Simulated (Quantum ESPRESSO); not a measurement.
Crystal: Ru.

```
Ru
1.0
     2.70580    0.00000    0.00000
    -1.35290    2.34329    0.00000
     0.00000    0.00000    4.28190
Ru
2
Direct
  0.66667 0.33333 0.75000
  0.33333 0.66667 0.25000
```

- Program: Quantum ESPRESSO 7.5
- Task: Wannier functions
- Functional: LDA
- Potentials or basis: PseudoDojo 0.4.1 SR LDA standard
- Cutoff: 1197 eV
- Density cutoff: 4789 eV
- k mesh: 9 × 9 × 5
- Occupations: fermi-dirac, width 0.05 eV
- Spin: no spin polarisation
- Form of the LDA correlation: PW92
- Mixing beta: 0.5
- Most SCF iterations: 120
- SCF threshold: 4e-10 Ry
- k mesh for the Wannier functions: 7 × 7 × 4

Start: SCDM with an erfc weight, μ = 3.0 eV over the reference level, σ = 1.0 eV, one function for each orbital of the shells Ru spd; the lowest 8 bands are left out. The reference level is the Fermi level, or the middle of the gap.

Q: With SCDM with an erfc weight, how many functions result, how localised are they, and how well do they interpolate the bands?

A: 18 functions with spreads from 0.86 to 5.46 Å², 41.6 Å² in all; they miss the direct bands by 69 meV (root mean square).

Wannier functions:
```
function  nearest atom  distance (Å)  spread (Å²)  on-site energy from the reference level (eV)
       1          1 Ru          0.01         0.90                                          0.23
       2          2 Ru          0.17         1.26                                          0.83
       3          1 Ru          0.08         1.10                                          0.79
       4          2 Ru          0.04         0.86                                         -0.22
       5          2 Ru          0.04         1.07                                          0.54
       6          1 Ru          0.02         0.96                                          0.39
       7          2 Ru          0.26         2.27                                          3.67
       8          1 Ru          0.97         3.58                                          7.41
       9          1 Ru          0.03         0.92                                          0.03
      10          2 Ru          0.03         1.21                                          0.70
      11          2 Ru          0.51         2.84                                          5.01
      12          1 Ru          0.11         1.28                                          1.11
      13          2 Ru          0.67         5.46                                         10.74
      14          1 Ru          1.76         2.81                                          9.09
      15          1 Ru          1.54         3.20                                          8.23
      16          2 Ru          1.56         3.78                                         10.25
      17          2 Ru          1.17         3.82                                          9.13
      18          2 Ru          0.71         4.24                                          8.51
```

Parts of the spread (Å²): invariant 23.37, diagonal 1.242, off-diagonal 16.96, total 41.57. Against the direct bands the interpolation misses by 69 meV (root mean square) and 417 meV at most, for states up to 1 eV over the reference level.
